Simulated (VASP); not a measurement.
Ge:

```
Ge
1.0
     3.99759    0.00000    0.00000
    -1.99879    3.46201    0.00000
     0.00000    0.00000    6.59938
Ge
4
Direct
  0.33333 0.66667 0.93710
  0.66667 0.33333 0.43710
  0.33333 0.66667 0.56290
  0.66667 0.33333 0.06290
```

This isn't the form of Ge at room conditions, which is diamond.

| Item | Value |
| --- | --- |
| Program | VASP 6.6.1 |
| Task | relaxation of cell and atoms |
| Functional | LDA |
| Potentials or basis | VASP PAW LDA potentials, release 64 (Ge_d) |
| Cutoff | 600 eV |
| k mesh | 6 × 6 × 3 |
| Occupations | fermi-dirac, width 0.05 eV |
| Spin | no spin polarisation |

At the start: pressure -1.7 GPa; volume 22.83 Å³/atom.

Where does the relaxation end?

Over 9 steps the energy falls by 3.1 meV/atom and the volume is 22.20 Å³/atom (-2.8 %); space group P6_3/mmc (No. 194, to 0.05 Å).

Step by step:
```tsv
step	energy change (eV)	largest force (eV/Å)	pressure (GPa)	volume (Å³)
1	0.0000	0.0146	-1.69	91.33
2	-0.0111	0.0334	0.68	88.19
3	-0.0125	0.0156	-0.18	89.01
4	-0.0124	0.0218	0.15	88.84
5	-0.0125	0.0171	-0.40	88.92
6	-0.0124	0.0064	0.14	88.75
7	-0.0124	0.0047	-0.14	88.80
8	-0.0124	0.0036	0.19	88.78
9	-0.0124	0.0039	0.08	88.79
```

Final structure:
```
CELL_PARAMETERS angstrom
3.96326 0.00000 0.00000
-1.98163 3.43228 0.00000
0.00000 0.00000 6.52724
ATOMIC_POSITIONS crystal
Ge 0.33333 0.66667 0.93712
Ge 0.66667 0.33333 0.43712
Ge 0.33333 0.66667 0.56288
Ge 0.66667 0.33333 0.06288
```
